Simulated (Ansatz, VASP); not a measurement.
# One calculation of K, two programs

```xyz
1
Lattice="-2.6180 2.6638 2.6180 2.6180 -2.6638 2.6180 2.6180 2.6638 -2.6180" Properties=species:S:1:pos:R:3 pbc="T T T"
K     0.0000    0.0000    0.0000
```

Change from the starting cell: strain +0.0175 x Voigt [0, 1, 0, 0, 0, 0], atoms carried along.

Alike in both runs: task single point; functional PBE; k mesh 14 × 14 × 14; occupations gaussian, width 0.15 eV; no spin polarisation.

|  | VASP | Ansatz |
| --- | --- | --- |
| version | VASP 6.6.1 | Ansatz 0.2.0 |
| potentials or method | VASP PAW PBE potentials, release 64 (K_sv) | scalar-relativistic, plane waves, PAW |
| plane-wave cutoff (eV) | 520 | 420 |
| valence electrons in the cell | 9 | 9 |

```tsv
	VASP	Ansatz	Ansatz less VASP
gap on the k mesh at the Fermi level (eV)	none	none	-
pressure (GPa)	0.0	0.0	0.00
```

A gap of «none» marks a metal or a gap that the smearing closes. The functional is the same, so the differences come from potentials, cutoffs and numerics.
